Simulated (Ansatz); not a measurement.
The cell of Zr is invented: random cell by space group and Wyckoff sites (Pm-3m, No. 221). Lengths were set from tabulated atomic sizes, so they are only a guess.

```xyz
3
Lattice="4.2413 0.0000 0.0000 0.0000 4.2413 0.0000 0.0000 0.0000 4.2413" Properties=species:S:1:pos:R:3 pbc="T T T"
Zr    2.1207    0.0000    0.0000
Zr    0.0000    2.1207    0.0000
Zr    0.0000    0.0000    2.1207
```

Method: Ansatz, DFT PBE, scalar-relativistic, plane waves, PAW. Cutoff 420 eV, Gaussian smearing, Γ-centred meshes. Cell and atoms relax first on a coarse mesh and then on a finer one. In between, the cell is made exact in the group found at 0.06 Å. In metals the finer mesh still leaves noise of several meV/atom or more. The steps can't lower the symmetry of their start. No spin polarisation.

A guess keeps its type if space group and coordination stay and the shape of the cell changes little (axis ratios within about 15 %, angles within 6°); the volume may change.

Task: Does this structure survive the relaxation?

Result: It keeps its type: symmetry leaves only the cell edge free. The symmetry stays Pm-3m (No. 221). The volume per atom grows by 4.1 %, from 25.4 to 26.5 Å³. The shortest distance goes from 3.00 Å (Zr–Zr) to 3.04 Å (Zr–Zr). Counting neighbours within 15 % of an atom's shortest distance, the start has Zr 8 and the end Zr 8.

Energies count from the standard state of Zr at the same level.

Task: At what energy does it end?

Result: +0.76 eV/atom. So it is a metastable form at best.

The last run used a 12×12×12 mesh for its 3-atom cell and Gaussian smearing of 0.10 eV. Symmetry constrained the relaxation, so the result can be a saddle point.
